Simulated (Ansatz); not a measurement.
# ZnS: the cost of one run

Computed with Ansatz 0.2.0 (DFT PBE, scalar-relativistic, plane waves, PAW, unless a step's input says otherwise).

1 further run of the same task is left out (set aside as unsound or not needed). Runs told in other sessions of the task aren't counted.

## 1. The structure to begin with

Symmetry: Cmmm, No. 65, orthorhombic system. The conventional cell has a = 4.539 Å, b = 4.627 Å, c = 4.479 Å, α = 90.00°, β = 90.00°, γ = 90.00°. Zn (site symmetry mmm) is surrounded by 2 S at 2.24 Å. S (site symmetry mmm) has 2 Zn at 2.24 Å in its first shell of neighbours.

Coordinates:

```cif
data_structure
_symmetry_space_group_name_H-M 'Cmmm'
_symmetry_Int_Tables_number 65
_cell_length_a 4.5385
_cell_length_b 4.6274
_cell_length_c 4.4786
_cell_angle_alpha 90.000
_cell_angle_beta 90.000
_cell_angle_gamma 90.000
_cell_volume 94.06
loop_
_atom_site_label
_atom_site_type_symbol
_atom_site_symmetry_multiplicity
_atom_site_Wyckoff_symbol
_atom_site_fract_x
_atom_site_fract_y
_atom_site_fract_z
_atom_site_occupancy
Zn1 Zn 2 c 0.50000 0.00000 0.50000 1
S1 S 2 b 0.50000 0.00000 0.00000 1
```

The cell is invented: random cell by space group and Wyckoff sites (Cmmm, No. 65). The dimensions are guesses.

## 2. Probe: one point on a coarse mesh

The input, input.yaml:

```yaml
crystal:
  lattice:
    - [2.26925848, -2.31369645, 0.0]
    - [2.26925848, 2.31369645, 0.0]
    - [0.0, 0.0, 4.47858136]
  atoms:
    - { symbol: Zn, position: [0.5, 0.5, 0.5] }
    - { symbol: S, position: [0.5, 0.5, 0.0] }
basis:
  ecutwfc: 420
kpoints:
  mp_grid: { grid: [6, 6, 4] }
hamiltonian:
  xc: pbe
scf:
  occupations: { method: gaussian, width: 0.1 }
  lower_state_search: "off"
output:
  forces: true
  stress: true
  eigenvalues: true
```

On the command line:

```console
ansatz run input.yaml --threads 1 --pin off --max-ram 2560MiB --backend cpu --events-out ev --progress --plain --runs-dir out
```

**Question.** How long does this run take on 1 thread of Arm Neoverse V2, shared host, and how much memory does it need?

About 1.6 s, with a peak of 0.29 GiB.
